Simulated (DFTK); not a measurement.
A run of DFTK 0.8.2 is set up as follows.

Contents of run.jl:

```julia
using DFTK
using PseudoPotentialData
using Unitful, UnitfulAtomic
using LinearAlgebra, Printf
include("save.jl")
disable_threading()

# lattice vectors are the columns
lattice = austrip(1u"Å") * [          3.18          -1.59            0.0;
                      0.0    2.753960784            0.0;
                      0.0            0.0          5.166]
symbols   = [:Ga, :Ga, :N, :N]
positions = [[0.6666666667, 0.3333333333, 0.5],
             [0.3333333333, 0.6666666667, 0.0],
             [0.6666666667, 0.3333333333, 0.875],
             [0.3333333333, 0.6666666667, 0.375]]
pseudopotentials = Dict(:Ga => "Ga.upf", :N => "N.upf")
elements = Dict(s => ElementPsp(s, pseudopotentials; rcut=10.0) for s in unique(symbols))
atoms    = [elements[s] for s in symbols]

build_model(lattice, positions; symmetries=true) =
    model_DFT(lattice, atoms, positions;
              functionals=[:gga_x_rpbe, :gga_c_pbe],
              temperature=austrip(0.05u"eV"),
              smearing=Smearing.FermiDirac(),
              symmetries)
Ecut  = 45.0  # hartree
kgrid = [9, 9, 4]
tol   = 1e-6
to_GPa = ustrip(uconvert(u"GPa", 1u"hartree/bohr^3"))

model = build_model(lattice, positions)
basis = PlaneWaveBasis(model; Ecut, kgrid)
display(basis)
scfres = self_consistent_field(basis;
                               tol,
                               nbandsalg=AdaptiveBands(model; n_bands_converge=23))
display(scfres.energies)
@printf "Fermi level: %.6f eV\n" ustrip(auconvert(u"eV", something(scfres.εF, NaN)))
forces = compute_forces_cart(scfres)
println("Forces (eV/Å)")
for (s, f) in zip(symbols, forces)
    @printf "%-3s %12.6f %12.6f %12.6f\n" s ustrip.(auconvert.(u"eV/Å", f))...
end
stress = compute_stresses_cart(scfres)
println("Stress (GPa)")
display(round.(stress * to_GPa; digits=4))
println("Levels at the first k-point (eV): ", round.(ustrip.(auconvert.(u"eV", scfres.eigenvalues[1][1:scfres.n_bands_converge])); digits=4))
save_scf!(scfres; forces, stress)
```

Potentials or basis: SG15 1.2 (PBE).

Launch:

```sh
$ julia --threads=1 run.jl  # save.jl only writes the numbers to a file and isn't shown; printed stress counts tension as positive; times include loading and compiling
```

(1) What does it give for the band gap on the k mesh?

(2) What does it give for the largest force?

(3) Predict the pressure.

Results:

(1) 2.16 eV, direct.

(2) 0.149 eV/Å.

(3) 11.6 GPa.

Caveat: the potentials were made for another functional, which shifts forces and pressure.

**What was measured.**

“Studying electronic properties in GaN without electrical contacts using γ-γ vs e−-γ Perturbed Angular Correlations”, 2019, pmc:6823545 quotes, for a bulk crystal of GaN: band gap 3.503 ± 0.005 eV (direct).

Against the measured gap of GaN, 3.503 eV (direct; quoted in “Studying electronic properties in GaN without electrical contacts using γ-γ vs e−-γ Perturbed Angular Correlations”, 2019, pmc:6823545), the calculated 2.16 eV is off by -1.35 eV. Spin-orbit coupling on Ga is left out. The value is that of RPBE, without temperature or zero-point motion. Semilocal functionals fall short of measured gaps as a rule.
